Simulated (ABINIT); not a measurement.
Runs of ABINIT 10.8.3 (patched build) on TaN. It takes space group Fm-3m (No. 225, cubic). Conventional cell: a = 4.423 Å, b = 4.423 Å, c = 4.423 Å, α = 90.00°, β = 90.00°, γ = 90.00°. Ta (site symmetry m-3m) has 6 N at 2.21 Å as nearest neighbours. N (site symmetry m-3m) is surrounded by 6 Ta at 2.21 Å. The cell comes from a database or a generator and needn't be the stable form of this composition.

```csv
task,level,potentials or basis,spin,cutoff (eV),dispersion computed by,fine-grid cutoff,gap on the mesh (eV),pressure (GPa),V0 of scaled cells (Å³/atom),B0 (GPa)
equation of state,LDA-PZ,JTH PAW LDA v2.0,off,680,-,1278.94 eV,-,-,10.27,377
band structure,PBEsol,JTH PAW PBE v2.0,off,707,-,1306.15 eV,none,(d),-,-
equation of state,revPBE+D3,JTH PAW PBE v2.0,off,707,-,1306.15 eV,-,-,(a),356
equation of state,PBE+D3,JTH PAW PBE v2.0,off,707,-,1306.15 eV,-,-,10.54,(c)
equation of state,BP86+D3,JTH PAW PBE v2.0,off,707,-,1306.15 eV,-,-,(b),366
band structure,PBE,SG15 NC PBE v1.2,off,1143,-,-,none,-1.5,-,-
band structure,BLYP,JTH PAW PBE v2.0,"SOC, no magnetisation",707,-,1306.15 eV,none,10.7,-,-
```

Alike in all rows: cell as given; k mesh 10 × 10 × 10; smearing fermi-dirac 0.05 eV.

Estimate the missing entries.

(a) 10.44; (b) 10.36; (c) 350; (d) -10.5.

Caveats: the highest band is partly filled, so the run has too few bands; pressures at fixed basis lie under the slope of the energies (some runs); the PAW data sets were made with another functional, which shifts forces and pressure a little (some runs); spin-orbit coupling is left out, which moves the levels of the heavy elements (some runs).

A k mesh can miss the band edges, and rows without SOC leave out spin-orbit coupling on Ta.

A gap of «none» marks a metal or a gap under the smearing width.

The runs don't all hold the same shells in valence.
